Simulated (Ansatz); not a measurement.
InP:

```
CELL_PARAMETERS angstrom
0.00000 2.76883 2.76883
2.76883 0.00000 2.76883
2.76883 2.76883 0.00000
ATOMIC_POSITIONS crystal
In 0.00000 0.00000 0.00000
P 0.50000 0.50000 0.50000
```

Measurements of this composition are mostly on another form, of space group No. 216.

Base run:

```yaml
Program: Ansatz 0.2.0
Functional: PBEsol
Potentials_or_basis: all-electron LAPW, scalar-relativistic
Cutoff: 195 eV (chosen from the basis error)
Basis_error_allowed: 0.001 eV/atom
k_mesh: 8 × 8 × 8
Occupations: fermi-dirac, width 0.05 eV
Spin: no spin polarisation
```

Its results: pressure -3.4 GPa.

Question: The run is repeated on the same cell with these changes: functional from PBEsol to PBE. What comes out?

Answer: Pressure 0.0 GPa.

PBE binds less tightly than PBEsol, so the same cell stands under more pressure.
